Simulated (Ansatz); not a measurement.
# Li2O: band structure with r2SCAN50

The system is Li2O.

```
O Li
1.0
     0.00000    2.32685    2.32685
     2.32685    0.00000    2.32685
     2.32685    2.32685    0.00000
O Li
1 2
Direct
  0.00000 0.00000 0.00000
  0.25000 0.25000 0.25000
  0.75000 0.75000 0.75000
```

The cell comes from a database or a generator and needn't be the stable form of this composition.

```
Program                             : Ansatz 0.2.0
Task                                : band structure
Functional                          : r2SCAN50
Potentials or basis                 : Ansatz PAW
Cutoff                              : 500 eV (not typed: the program's choice for these potentials)
k mesh                              : 5 × 5 × 5
Occupations                         : fermi-dirac, width 0.05 eV
Spin                                : no spin polarisation
Path                                : [["G", "X", "W", "K", "G", "L", "U", "W", "L", "K"], ["U", "X"]]
Points for each segment of the path : 4
```

```json
{
 "Pressure": "-7.9 GPa",
 "Band gap on the k mesh": "10.07 eV, direct",
 "Band gap along the path": "9.81 eV, indirect (least direct gap 10.07 eV)"
}
```

Levels at the corners of the path, in eV from the valence-band top:
```
point  band 2  band 3  band 4  band 5  band 6  band 7  band 8  band 9  band 10  band 11
    Γ  -48.33  -18.63    0.00    0.00    0.00   10.07   17.52   17.52    17.52    24.57
    X  -48.42  -18.30   -1.91   -1.51   -1.51    9.81   19.53   19.53    20.73    21.22
    W  -48.47  -18.29   -1.90   -1.71   -1.71   12.12   15.95   20.04    20.04    23.93
    K  -48.45  -18.30   -2.18   -1.78   -1.19   11.49   17.27   19.11    20.27    22.40
    Γ  -48.33  -18.63    0.00    0.00    0.00   10.07   17.52   17.52    17.52    24.57
    L  -48.47  -18.37   -3.09   -0.50   -0.50   14.57   15.15   17.48    17.48    24.01
    U  -48.45  -18.30   -2.18   -1.78   -1.19   11.49   17.27   19.11    20.27    22.40
    W  -48.47  -18.29   -1.90   -1.71   -1.71   12.12   15.95   20.04    20.04    23.93
    L  -48.47  -18.37   -3.09   -0.50   -0.50   14.57   15.15   17.48    17.48    24.01
    K  -48.45  -18.30   -2.18   -1.78   -1.19   11.49   17.27   19.11    20.27    22.40
    U  -48.45  -18.30   -2.18   -1.78   -1.19   11.49   17.27   19.11    20.27    22.40
    X  -48.42  -18.30   -1.91   -1.51   -1.51    9.81   19.53   19.53    20.73    21.22
```

Run time: 53 s on 2 threads of AMD EPYC 9R14 (Zen 4), on a shared host, peak memory 0.66 GiB.

Caveat: the k mesh is coarse (spacing up to 0.47 Å⁻¹), so the values aren't converged, least of all with exact exchange; the k mesh misses the band edges, so the gap on the mesh is wider than the one along the path; the PAW data sets come from PBE, with cores solved anew for the run's functional, which leaves a small shift of forces and pressure; the thresholds are loose for stress.
